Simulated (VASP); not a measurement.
Here is a VASP 6.6.1 calculation.

INCAR

```
SYSTEM = BeSe
  PREC = Accurate
  ENCUT = 520
  EDIFF = 1E-7
  ISMEAR = 0
  SIGMA = 0.1
  LREAL = .FALSE.
  LASPH = .TRUE.
  NELM = 150
  ALGO = Fast
  ISIF = 2
  LWAVE = .FALSE.
  LCHARG = .TRUE.
  LNONCOLLINEAR = .TRUE.
  MAGMOM = 0 0 0 0 0 0
  LORBIT = 11
  LSORBIT = .TRUE.
  GGA_COMPAT = .FALSE.
  LORBMOM = .TRUE.
  GGA = PE
  LVHAR = .TRUE.
  NBANDS = 20
```

File KPOINTS:

```
Automatic mesh
0
G
  6 6 6
  0 0 0
```

The input POSCAR:

```
BeSe
1.0
    0.0000000000      2.5839687382      2.5839687382
    2.5839687382      0.0000000000      2.5839687382
    2.5839687382      2.5839687382      0.0000000000
Be Se
1 1
Direct
    0.0000000000      0.0000000000      0.0000000000
    0.2500000000      0.2500000000      0.2500000000
```

Potentials or basis: VASP PAW PBE potentials, release 64 (Be, Se).

Launch:

```bash
$ cat potpaw_PBE.64/Be/POTCAR potpaw_PBE.64/Se/POTCAR > POTCAR
$ mpirun -np 1 vasp_ncl > vasp.out
```

(1) What does it give for the net moment?

(2) What does it give for the pressure?

Results:

(1) 0.00 μB per cell.

(2) 0.7 GPa.
